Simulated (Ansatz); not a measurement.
Crystal: Sb.

```
CELL_PARAMETERS angstrom
0.00000 2.37124 2.37124
2.37124 0.00000 2.37124
2.37124 2.37124 0.00000
ATOMIC_POSITIONS crystal
Sb 0.00000 0.00000 0.00000
```

This isn't the form of Sb at room conditions, which is rhombohedral.

| Quantity | Value |
| --- | --- |
| Program | Ansatz 0.2.0 |
| Task | relaxation of cell and atoms |
| Functional | HF |
| Potentials or basis | Ansatz PAW |
| Cutoff | 420 eV (not typed: the program's choice for these potentials) |
| k mesh | 5 × 5 × 5 |
| Occupations | fermi-dirac, width 0.05 eV |
| Spin | no spin polarisation |

At the start: volume 26.67 Å³/atom.

Problem. How do energy, volume and symmetry change on relaxing?

Solution. It ends after 5 steps and the volume is 28.83 Å³/atom (+8.1 %); space group Fm-3m (No. 225, to 0.05 Å).

The path:
```tsv
step	energy change (eV)	largest force (eV/Å)	volume (Å³)
1	0.0000	0.0000	26.67
2	-0.0239	0.0000	30.15
3	-0.0348	0.0000	29.01
4	-0.0351	0.0000	28.83
5	-0.0358	0.0000	28.83
```

Final structure:
```xyz
1
Lattice="0.0000 2.4337 2.4337 2.4337 0.0000 2.4337 2.4337 2.4337 0.0000" Properties=species:S:1:pos:R:3 pbc="T T T"
Sb    0.0000    0.0000    0.0000
```

Caveat: the k mesh is coarse (spacing up to 0.46 Å⁻¹), so the values aren't converged, least of all with exact exchange; the plane-wave basis is chosen anew once the cell has moved, so the energies of steps on either side of that aren't comparable; the PAW data sets come from PBE, with cores solved anew for the run's functional, which leaves a small shift of forces and pressure.
